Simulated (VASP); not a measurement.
Here is a VASP 6.6.1 calculation.

INCAR

```
SYSTEM = Zr
  PREC = Accurate
  ENCUT = 520
  EDIFF = 1E-6
  ISMEAR = 0
  SIGMA = 0.15
  LREAL = .FALSE.
  LASPH = .TRUE.
  NELM = 100
  ALGO = Fast
  ISIF = 2
  LWAVE = .FALSE.
  LCHARG = .FALSE.
  GGA = PS
  NBANDS = 12
```

The input KPOINTS:

```
regular mesh
0
G
  18 18 18
  0 0 0
```

POSCAR

```
Zr
1.0
    0.0000000000      2.0746000000      2.4354000000
    2.0746000000      0.0000000000      2.4354000000
    2.0746000000      2.0746000000      0.0000000000
Zr
1
Direct
    0.0000000000      0.0000000000      0.0000000000
```

Potentials or basis: VASP PAW PBE potentials, release 64 (Zr_sv).

Command:

```console
$ cat potpaw_PBE.64/Zr_sv/POTCAR > POTCAR
$ mpirun -np 1 vasp_std > vasp.out
```

Question: Predict the pressure.

Answer: 5.6 GPa.

Question: Predict the band gap on the k mesh.

Answer: None (metal or under the smearing width).

Stress tensor (GPa, compression positive):
```
6.82 0.00 0.00
0.00 6.82 0.00
0.00 0.00 3.19
```

Caveat: the PAW data sets were made with another functional, which shifts forces and pressure a little.
